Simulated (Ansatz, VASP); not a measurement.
**Sb in VASP and in Ansatz**

```xyz
1
Lattice="0.0000 2.3203 2.3203 2.3203 0.0000 2.3203 2.3203 2.3203 0.0000" Properties=species:S:1:pos:R:3 pbc="T T T"
Sb    0.0000    0.0000    0.0000
```

Change from the starting cell: volume scaled by 1.02, crystal datasets.

Alike in both runs: task electric field gradients; functional PBEsol; k mesh 12 × 12 × 12; occupations fermi-dirac, width 0.05 eV; no spin polarisation.

```csv
,VASP,Ansatz
version,VASP 6.6.1,Ansatz 0.2.0
potentials or method,"VASP PAW PBE potentials, release 64 (Sb), cutoff 520 eV","all-electron PAW with datasets made for the crystal, scalar-relativistic"
```

```csv
,VASP,Ansatz,Ansatz less VASP
pressure (GPa),3.5,3.5,0.00
Vzz of the field gradient on the site that differs most (V/Å²),0.0,0.0,0.00
```

Ansatz ran all-electron here, so the differences hold the error of VASP's frozen core and of both bases. Ansatz warned: «gradients_without_spin_orbit».

Caveats: the PAW data sets were made with another functional, which shifts forces and pressure a little (VASP). Spin-orbit coupling is left out, which matters for the levels of Sb.
